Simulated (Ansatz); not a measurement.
# Residual resistivity of an alloy: W(100) with 4 layers of random W-Nb, 2x2, part 2 of 2

Aim: the residual resistivity of a random alloy, from W(100) with 4 layers of random W-Nb, 2x2 and longer regions.

Ansatz 0.2.0; Ansatz plane-wave DFT, PBE, PAW files; ballistic transport by layer matching (Landauer), zero bias; PAW set soft_1.

So far. Step 3 (With 8 alloy layers): Over the solved energies the transmission per spin lies between 2.59 and 2.80, out of 5.49 channels of the lead on average (up to 5.78).

**4. With 12 alloy layers**

In 12 layers a share of 0.5 of the sites is given to Nb at random. A fresh draw is used; the growth of the resistance with length is what counts.

System of this step: W(100) with 12 layers of random W-Nb, 2x2. The cell holds 88 atoms: 64 W and 24 Nb. Cell: a = 6.330 Å, b = 6.330 Å, c = 34.813 Å, α = 90.0°, β = 90.0°, γ = 90.0°. It derives from W. Regions: lead, 40 atoms (40 W); scattering region, 48 atoms (24 Nb and 24 W). The structure is stacked along c, and the current runs across the ab planes.

Contents of input.yaml:

```yaml
crystal:
  lattice:
    - [6.3296, 0.0, 0.0]
    - [0.0, 6.3296, 0.0]
    - [0.0, 0.0, 34.8128]
  atoms:
    - { symbol: W, position: [0.0, 0.0, 0.0227272727] }
    - { symbol: W, position: [0.0, 0.5, 0.0227272727] }
    - { symbol: W, position: [0.5, 0.0, 0.0227272727] }
    - { symbol: W, position: [0.5, 0.5, 0.0227272727] }
    - { symbol: W, position: [0.25, 0.25, 0.0681818182] }
    - { symbol: W, position: [0.25, 0.75, 0.0681818182] }
    - { symbol: W, position: [0.75, 0.25, 0.0681818182] }
    - { symbol: W, position: [0.75, 0.75, 0.0681818182] }
    - { symbol: W, position: [0.0, 0.0, 0.1136363636] }
    - { symbol: W, position: [0.0, 0.5, 0.1136363636] }
    - { symbol: W, position: [0.5, 0.0, 0.1136363636] }
    - { symbol: W, position: [0.5, 0.5, 0.1136363636] }
    - { symbol: W, position: [0.25, 0.25, 0.1590909091] }
    - { symbol: W, position: [0.25, 0.75, 0.1590909091] }
    - { symbol: W, position: [0.75, 0.25, 0.1590909091] }
    - { symbol: W, position: [0.75, 0.75, 0.1590909091] }
    - { symbol: W, position: [0.0, 0.0, 0.2045454545] }
    - { symbol: W, position: [0.0, 0.5, 0.2045454545] }
    - { symbol: W, position: [0.5, 0.0, 0.2045454545] }
    - { symbol: W, position: [0.5, 0.5, 0.2045454545] }
    - { symbol: Nb, position: [0.25, 0.25, 0.25] }
    - { symbol: W, position: [0.25, 0.75, 0.25] }
    - { symbol: Nb, position: [0.75, 0.25, 0.25] }
    - { symbol: Nb, position: [0.75, 0.75, 0.25] }
    - { symbol: Nb, position: [0.0, 0.0, 0.2954545455] }
    - { symbol: W, position: [0.0, 0.5, 0.2954545455] }
    - { symbol: Nb, position: [0.5, 0.0, 0.2954545455] }
    - { symbol: W, position: [0.5, 0.5, 0.2954545455] }
    - { symbol: W, position: [0.25, 0.25, 0.3409090909] }
    - { symbol: W, position: [0.25, 0.75, 0.3409090909] }
    - { symbol: W, position: [0.75, 0.25, 0.3409090909] }
    - { symbol: W, position: [0.75, 0.75, 0.3409090909] }
    - { symbol: Nb, position: [0.0, 0.0, 0.3863636364] }
    - { symbol: Nb, position: [0.0, 0.5, 0.3863636364] }
    - { symbol: W, position: [0.5, 0.0, 0.3863636364] }
    - { symbol: W, position: [0.5, 0.5, 0.3863636364] }
    - { symbol: Nb, position: [0.25, 0.25, 0.4318181818] }
    - { symbol: Nb, position: [0.25, 0.75, 0.4318181818] }
    - { symbol: W, position: [0.75, 0.25, 0.4318181818] }
    - { symbol: W, position: [0.75, 0.75, 0.4318181818] }
    - { symbol: Nb, position: [0.0, 0.0, 0.4772727273] }
    - { symbol: Nb, position: [0.0, 0.5, 0.4772727273] }
    - { symbol: Nb, position: [0.5, 0.0, 0.4772727273] }
    - { symbol: Nb, position: [0.5, 0.5, 0.4772727273] }
    - { symbol: W, position: [0.25, 0.25, 0.5227272727] }
    - { symbol: Nb, position: [0.25, 0.75, 0.5227272727] }
    - { symbol: W, position: [0.75, 0.25, 0.5227272727] }
    - { symbol: Nb, position: [0.75, 0.75, 0.5227272727] }
    - { symbol: Nb, position: [0.0, 0.0, 0.5681818182] }
    - { symbol: Nb, position: [0.0, 0.5, 0.5681818182] }
    - { symbol: Nb, position: [0.5, 0.0, 0.5681818182] }
    - { symbol: W, position: [0.5, 0.5, 0.5681818182] }
    - { symbol: W, position: [0.25, 0.25, 0.6136363636] }
    - { symbol: W, position: [0.25, 0.75, 0.6136363636] }
    - { symbol: W, position: [0.75, 0.25, 0.6136363636] }
    - { symbol: Nb, position: [0.75, 0.75, 0.6136363636] }
    - { symbol: W, position: [0.0, 0.0, 0.6590909091] }
    - { symbol: W, position: [0.0, 0.5, 0.6590909091] }
    - { symbol: W, position: [0.5, 0.0, 0.6590909091] }
    - { symbol: W, position: [0.5, 0.5, 0.6590909091] }
    - { symbol: W, position: [0.25, 0.25, 0.7045454545] }
    - { symbol: Nb, position: [0.25, 0.75, 0.7045454545] }
    - { symbol: Nb, position: [0.75, 0.25, 0.7045454545] }
    - { symbol: Nb, position: [0.75, 0.75, 0.7045454545] }
    - { symbol: W, position: [0.0, 0.0, 0.75] }
    - { symbol: W, position: [0.0, 0.5, 0.75] }
    - { symbol: Nb, position: [0.5, 0.0, 0.75] }
    - { symbol: Nb, position: [0.5, 0.5, 0.75] }
    - { symbol: W, position: [0.25, 0.25, 0.7954545455] }
    - { symbol: W, position: [0.25, 0.75, 0.7954545455] }
    - { symbol: W, position: [0.75, 0.25, 0.7954545455] }
    - { symbol: W, position: [0.75, 0.75, 0.7954545455] }
    - { symbol: W, position: [0.0, 0.0, 0.8409090909] }
    - { symbol: W, position: [0.0, 0.5, 0.8409090909] }
    - { symbol: W, position: [0.5, 0.0, 0.8409090909] }
    - { symbol: W, position: [0.5, 0.5, 0.8409090909] }
    - { symbol: W, position: [0.25, 0.25, 0.8863636364] }
    - { symbol: W, position: [0.25, 0.75, 0.8863636364] }
    - { symbol: W, position: [0.75, 0.25, 0.8863636364] }
    - { symbol: W, position: [0.75, 0.75, 0.8863636364] }
    - { symbol: W, position: [0.0, 0.0, 0.9318181818] }
    - { symbol: W, position: [0.0, 0.5, 0.9318181818] }
    - { symbol: W, position: [0.5, 0.0, 0.9318181818] }
    - { symbol: W, position: [0.5, 0.5, 0.9318181818] }
    - { symbol: W, position: [0.25, 0.25, 0.9772727273] }
    - { symbol: W, position: [0.25, 0.75, 0.9772727273] }
    - { symbol: W, position: [0.75, 0.25, 0.9772727273] }
    - { symbol: W, position: [0.75, 0.75, 0.9772727273] }
kpoints:
  mp_grid: { grid: [4, 4, 1] }
hamiltonian:
  xc: pbe
  pseudopotentials: { kind: paw, azcp: { folder: soft_1 } }
scf:
  occupations: { method: fermi_dirac, width: 0.1 }
output:
  transmission: { leads: [[0, 4]], kmesh: [8, 8], e_range: [-0.05, 0.05], de: 0.05 }
  write_potential: true
  write_density: true
  volumetric_format: npy
```

Started as:

```sh
ansatz run input.yaml --threads 4 --pin off --max-ram 15360MiB --backend cpu --events-out ev --progress --plain --runs-dir out
```

Numbers of over 12 decimals in the logs are rounded to 6 here.

The log of the run:

```text
[...]
Crystal: 88 atoms, lattice volume = 1394.734 Å³
Basis set: ecut = 420 eV, 27305 PW (Γ)
Bands: 725, of which v1, the nominal top of the filled ones, is band 604 counted from 1 (603 counted from 0)
Symmetry: 1 space group operations
[...]
k-points: 10 of 16 (time reversal used)
[...]
SCF iter   1: F=—  HF=-774056.568026 eV  |F-HF|=—  |Δ(HF+E_count)|=         —  Δρ=1.11e-1  dr2=3.05e3  ethr=3.10e-3  ⟨swp⟩=4.4  Hψ=26479  notcnv=0  defer=113
[...]
SCF iter  11: F=-773954.938718 eV  HF=-773954.938718 eV  |F-HF|=1.93e-8  |Δ(HF+E_count)|=   1.53e-8  Δρ=2.47e-7  dr2=2.00e-8  ethr=8.28e-12  ⟨swp⟩=9.7  Hψ=18646  notcnv=0
SCF 1 converged in 11 iterations: F = -773954.938718 eV  dr2 = 2.00e-8
[...]
transmission: 190 of 1870 steps passed
transmission: 374 of 1870 steps passed
[...]
transmission: 1870 of 1870 steps passed
SCF converged after 11 iterations
Free energy (F): -773954.938718 eV
[...]
Internal energy: -773953.663114 eV  (E = F + TS)
E sigma→0 (E₀):  -773954.300916 eV
Entropy (-TS):   -1.275604 eV (-14.495 meV/atom)
Fermi energy:    21.816348 eV
[...]
--- Band table (eV; the first three rows and the last of 10) ---
  k-point 0: bands = [... 600 lower, 22.0169, 22.0243, 22.0338, 22.0452, 22.0525, 22.0574, 22.0837, 22.0917, ... 117 higher]
  k-point 1: bands = [... 600 lower, 21.9448, 21.9774, 21.9957, 22.0265, 22.0357, 22.0520, 22.0712, 22.0872, ... 117 higher]
  k-point 2: bands = [... 600 lower, 21.5073, 21.5512, 21.6349, 21.6655, 21.7786, 21.8118, 21.9389, 21.9938, ... 117 higher]
  k-point 9: bands = [... 600 lower, 20.8019, 20.8075, 20.8252, 20.8440, 20.8576, 20.8722, 20.8989, 20.9312, ... 117 higher]
--- Transmission ---
  basis      : 349 plane waves across, 55 finite elements along
  points     : 34, standing for a mesh of 8 x 8
[...]
channels       : 5.656250e0 a spin
[...]
slowest decay  : 0.0322 /Å at (0.5000, 0.5000)
  junction   : crystal 0 to crystal 0, 0.70 to 33.93 Å
    transmission   : 2.392272e0 a spin
[...]
```

It took 32 min on 4 threads of Arm Neoverse V1, shared host; peak memory 8.2 GiB; 2 h of CPU time.

This step gave:

* free energy: -773954.9387 eV
* energy at zero smearing: -773954.3009 eV
* Fermi energy: 21.82 eV
* transmission per spin nearest the Fermi level: 2.392
* step of the lead's potential: 9.2 meV

Per spin. The transmission, zone mean by energy, zero at the Fermi level:

```csv
energy (eV),"transmission, zone mean"
-0.0500,2.47
0.0000,2.39
0.0500,2.32
```

Over the solved energies the transmission per spin lies between 2.32 and 2.47, out of 5.45 channels of the lead on average (up to 5.66).

**5. The fit**

This step: Ansatz plane-wave DFT, PBE, PAW files; ballistic transport by layer matching (Landauer), zero bias; residual resistivity from the slope of the area resistance, atoms on the host's lattice; PAW set soft_1 (Ansatz 0.2.0).

Numbers from this step:

```
resistivity           : 47.90 µΩ cm
intercept             : 0.3237 fΩ m²
scatter about the fit : 0.03198 fΩ m²
```

Resistance, by row:

```csv
run,length (Å),T,channels N,RA (fΩ m²)
n4,6.33,3.329,5.448,0.6043
n8,12.66,2.697,5.49,0.9754
n12,18.99,2.394,5.448,1.211
```

Table of area resistance by length of the alloy:

```csv
length of the alloy (Å),area resistance (fΩ m²)
6.33,0.604
12.66,0.975
18.99,1.21
```

The area resistance goes from 0.60 to 1.2 fΩ m² between 6.3 and 19.0 Å, a slope of 48 µΩ cm.

By hand from the end points: (1.211 − 0.6043) fΩ m² / (18.99 − 6.33) Å = 48 µΩ cm, since 1 fΩ m² per Å is 1000 µΩ cm.

**6. What came out**

| Quantity | Value |
| --- | --- |
| resistivity from the slope | 47.9 µΩ cm |
| area resistance over 6.33 Å | 0.604 fΩ m² |
| area resistance over 12.7 Å | 0.975 fΩ m² |
| area resistance over 19.0 Å | 1.21 fΩ m² |

The slope gives 48 µΩ cm. The points scatter by 0.032 fΩ m² about the line, with one random draw a length in a 2x2 cell, so the slope is a rough value. Read with a model of isotropic scattering on a spherical Fermi surface and the lead's 1.1×10¹⁵ S/m², this slope means a mean free path near 15 Å (a rough figure, since the alloy's own channel count differs); over these lengths the model's slope is within 3 % of its bulk resistivity. The atoms sit on the host's lattice, so scattering by size misfit is left out. Spin-orbit coupling is left out, which matters for W.

[Logs are printed without paths, hosts, clocks, repeated set-up lines and the standing remarks that a program may print on its own settings, such as how far it seeks lower states.]

[Hosts, paths, dates, database ids (printed as entryN), source tags and the programs' standing remarks are cut or masked in the printed files.]
